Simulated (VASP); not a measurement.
A run of VASP 6.6.1 is set up as follows.

Contents of INCAR:

```
SYSTEM = AlAs
PREC     = Accurate       ! precision mode
ENCUT    = 600            ! plane-wave cutoff, eV
EDIFF    = 1E-6           ! SCF threshold, eV
ISMEAR   = 0              ! smearing method
SIGMA    = 0.03           ! smearing width, eV
LREAL    = .FALSE.        ! projectors in reciprocal space
LASPH    = .TRUE.         ! aspherical terms in the spheres
NELM     = 80             ! most SCF steps
ALGO     = Normal         ! electronic algorithm
ISIF     = 3              ! what is computed and relaxed
LWAVE    = .FALSE.        ! write WAVECAR
LCHARG   = .FALSE.        ! write CHGCAR
GGA      = PS             ! functional
IBRION   = 2              ! ionic algorithm
NSW      = 90             ! ionic steps
EDIFFG   = -0.01          ! ionic threshold
```

File KPOINTS:

```
Automatic mesh
0
G
  8 8 8
  0 0 0
```

File POSCAR:

```
AlAs
1.0
    0.0000000000      2.8304000000      2.8304000000
    2.8304000000      0.0000000000      2.8304000000
    2.8304000000      2.8304000000      0.0000000000
Al As
1 1
Direct
    0.0000000000      0.0000000000      0.0000000000
    0.2500000000      0.2500000000      0.2500000000
```

Potentials or basis: VASP PAW PBE potentials, release 64 (Al, As).

The run is started by

```console
$ cat potpaw_PBE.64/Al/POTCAR potpaw_PBE.64/As/POTCAR > POTCAR
$ mpirun -np 1 vasp_std > vasp.out
```

Predict the space group after relaxing (to 0.05 Å).

F-43m (No. 216).

Estimate the relaxed cell.

a = 4.018 Å, b = 4.018 Å, c = 4.018 Å, α = 60.00°, β = 60.00°, γ = 60.00°.

Estimate the relaxed volume.

22.93 Å³/atom.

Final structure:
```cif
data_structure
_symmetry_space_group_name_H-M 'P 1'
_symmetry_Int_Tables_number 1
_cell_length_a 4.0176
_cell_length_b 4.0176
_cell_length_c 4.0176
_cell_angle_alpha 60.000
_cell_angle_beta 60.000
_cell_angle_gamma 60.000
_cell_volume 45.86
loop_
_atom_site_label
_atom_site_type_symbol
_atom_site_fract_x
_atom_site_fract_y
_atom_site_fract_z
_atom_site_occupancy
Al1 Al 0.00000 0.00000 0.00000 1
As1 As 0.25000 0.25000 0.25000 1
```

Caveat: the PAW data sets were made with another functional, which shifts forces and pressure a little. Zero-point motion and thermal expansion aren't in these numbers.
